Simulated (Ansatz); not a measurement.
Chalcopyrite CuInS2 was calculated with PBE-D3(BJ) (Ansatz, an electronic-structure program, PAW).

Settings: plane-wave cutoff 520 eV, 10×10×10 k mesh, Fermi–Dirac smearing 0.01 eV, no spin polarisation, scalar-relativistic PAW data made under PBE.

Properties against volume (c/a stays at 2.017):

Shape and atoms are relaxed at each volume.

```
V (Å³/atom)  P (GPa)  direct gap at Γ (eV)
-----------  -------  --------------------
20.174          3.27                 0.162
20.595          1.54                 0.101
21.015          0.00                 0.041
21.435         -1.37                 0.014
21.856         -2.59                 0.022
```

Measured, for comparison: band gap 1.55 eV (temperature not stated, no zero-point or thermal correction, direct or pseudo-direct at Γ; as tabulated in Ghosh et al. (2024), arXiv:2401.16805).

Spin–orbit coupling is not included; it can close a gap this small.
